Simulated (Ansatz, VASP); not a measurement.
**Two plane-wave programs on Si**

```
Si
1.0
     2.66207   -0.02293   -0.00683
    -1.35135    2.22495    0.04190
    -0.00622    0.04179    2.48776
Si
1
Direct
  0.00000 0.00000 0.00000
```

Change from the starting cell: strain = 0.01; cell sheared at random, sigma 0.03, atoms nudged by 0.01 Å.

Alike in both runs: task single point; functional PBE; k mesh 12 × 12 × 11; occupations fermi-dirac, width 0.05 eV; no spin polarisation.

```csv
,VASP,Ansatz
version,VASP 6.6.1,Ansatz 0.2.0
potentials or method,"VASP PAW PBE potentials, release 64 (Si)",Ansatz PAW
plane-wave cutoff (eV),520,420
valence electrons in the cell,4,4
```

|  | VASP | Ansatz | Ansatz less VASP |
| --- | --- | --- | --- |
| gap on the k mesh at the Fermi level (eV) | none | none | - |
| pressure (GPa) | 3.3 | 3.3 | +0.06 |
| largest component of the traceless stress (GPa) | 2.48 | 2.48 | -0.004 |

A gap of «none» marks a metal or a gap that the smearing closes. The functional is the same, so the differences come from potentials, cutoffs and numerics.
